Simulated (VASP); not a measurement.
Input of a VASP 6.6.1 run:

File INCAR:

```
SYSTEM = W
PREC = Accurate
ENCUT = 520
EDIFF = 1E-7
ISMEAR = 0
SIGMA = 0.1
LREAL = .False.
LASPH = .True.
NELM = 80
ALGO = Fast
ISIF = 2
LWAVE = .False.
LCHARG = .False.
GGA = PS
```

Contents of KPOINTS:

```
regular mesh
0
Gamma
  18 18 18
  0 0 0
```

The input POSCAR:

```
W                                       
1.0
   -1.5938334719      1.5938334719      1.5938334719
    1.5938334719     -1.5938334719      1.5938334719
    1.5938334719      1.5938334719     -1.5938334719
  W             
     1
Direct
     0.0000000000000000    0.0000000000000000    0.0000000000000000
```

Potentials or basis: VASP PAW PBE potentials, release 64 (W_sv).

Launch:

```sh
$ cat potpaw_PBE.64/W_sv/POTCAR > POTCAR
$ mpirun -np 1 vasp_std > vasp.out
```

Q: Estimate the band gap on the k mesh.

A: None (metal or under the smearing width).

Q: Estimate the pressure.

A: -9.1 GPa.

Caveat: the PAW data sets were made with another functional, which shifts forces and pressure a little. Spin-orbit coupling is left out, which matters for the levels of W.
